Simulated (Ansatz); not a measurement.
# ScAl3N4: the cost of one run

Method: DFT PBE, scalar-relativistic, plane waves, PAW, in Ansatz 0.2.0.

### 1 The structure to begin with

Symmetry: P4/mmm, No. 123, tetragonal system. Conventional cell: a = 2.995 Å, b = 2.995 Å, c = 8.329 Å, α = 90.00°, β = 90.00°, γ = 90.00°. Sc (site symmetry 4/mmm) has 6 N at 2.12 to 2.20 Å as nearest neighbours. Around Al (site symmetry 4/mmm) lie 6 N at 1.97 to 2.12 Å. Al (site symmetry 4mm) has 6 N at 1.99 to 2.17 Å as nearest neighbours. N (site symmetry 4mm) is surrounded by 5 Al at 1.97 to 2.12 Å and 1 Sc at 2.20 Å. N (site symmetry 4/mmm) is surrounded by 4 Sc at 2.12 Å and 2 Al at 2.17 Å. Around N (site symmetry 4/mmm) lie 6 Al at 1.99 to 2.12 Å.

Structure file:

```cif
data_structure
_symmetry_space_group_name_H-M 'P 1'
_symmetry_Int_Tables_number 1
_cell_length_a 2.9951
_cell_length_b 2.9951
_cell_length_c 8.3286
_cell_angle_alpha 90.000
_cell_angle_beta 90.000
_cell_angle_gamma 90.000
_cell_volume 74.71
loop_
_atom_site_label
_atom_site_type_symbol
_atom_site_fract_x
_atom_site_fract_y
_atom_site_fract_z
_atom_site_occupancy
Sc1 Sc 0.00000 0.00000 0.50000 1
Al1 Al 0.00000 0.00000 0.00000 1
Al2 Al 0.50000 0.50000 0.76109 1
Al3 Al 0.50000 0.50000 0.23891 1
N1 N 0.00000 0.00000 0.76398 1
N2 N 0.50000 0.50000 0.50000 1
N3 N 0.00000 0.00000 0.23602 1
N4 N 0.50000 0.50000 0.00000 1
```

It is the end of an earlier relaxation with the same method, from a generated guess; it is a trial structure. At a tolerance of 0.02 Å it has space group P4/mmm (No. 123); it has 9.34 Å³/atom, an uncorrected energy of -1.27 eV/atom over the elements.

### 2 Electronic structure at the relaxed geometry

Contents of input.yaml:

```yaml
crystal:
  lattice:
    - [2.9951236141, 0.0, 0.0]
    - [0.0, 2.9951236141, 0.0]
    - [0.0, 0.0, 8.3286057256]
  atoms:
    - { symbol: Sc, position: [0.0, 0.0, 0.5] }
    - { symbol: Al, position: [0.0, 0.0, 0.0] }
    - { symbol: Al, position: [0.5, 0.5, 0.7610864396] }
    - { symbol: Al, position: [0.5, 0.5, 0.2389135604] }
    - { symbol: "N", position: [0.0, 0.0, 0.7639775691] }
    - { symbol: "N", position: [0.5, 0.5, 0.5] }
    - { symbol: "N", position: [0.0, 0.0, 0.2360224309] }
    - { symbol: "N", position: [0.5, 0.5, 0.0] }
basis:
  ecutwfc: 420
kpoints:
  mp_grid: { grid: [10, 10, 4] }
  band_path:
    path:
      - [[0.0, 0.0, 0.0], [0.0, 0.5, 0.0], [0.5, 0.5, 0.0], [0.0, 0.0, 0.0], [0.0, 0.0, 0.5], [0.0, 0.5, 0.5], [0.5, 0.5, 0.5], [0.0, 0.0, 0.5]]
      - [[0.0, 0.5, 0.0], [0.0, 0.5, 0.5]]
      - [[0.5, 0.5, 0.0], [0.5, 0.5, 0.5]]
    npoints: 14
hamiltonian:
  xc: pbe
scf:
  occupations: { method: gaussian, width: 0.02 }
  n_extra_bands: 20
output:
  forces: true
  stress: true
  eigenvalues: true
  populations: true
  dos: { projected: true, de: 0.02, nscf_kmesh: { grid: [15, 15, 6] } }
  bader: true
  write_density: true
  write_potential: true
  elf: true
  volumetric_format: npy
```

Started as:

```sh
ansatz run input.yaml --threads 1 --pin off --max-ram 2560MiB --backend cpu --events-out ev --progress --plain --runs-dir out
```

Q: Estimate wall time and peak memory on 1 thread of Intel Xeon 6975P-C (Granite Rapids), shared host.

About 76 s, with a peak of 0.56 GiB.
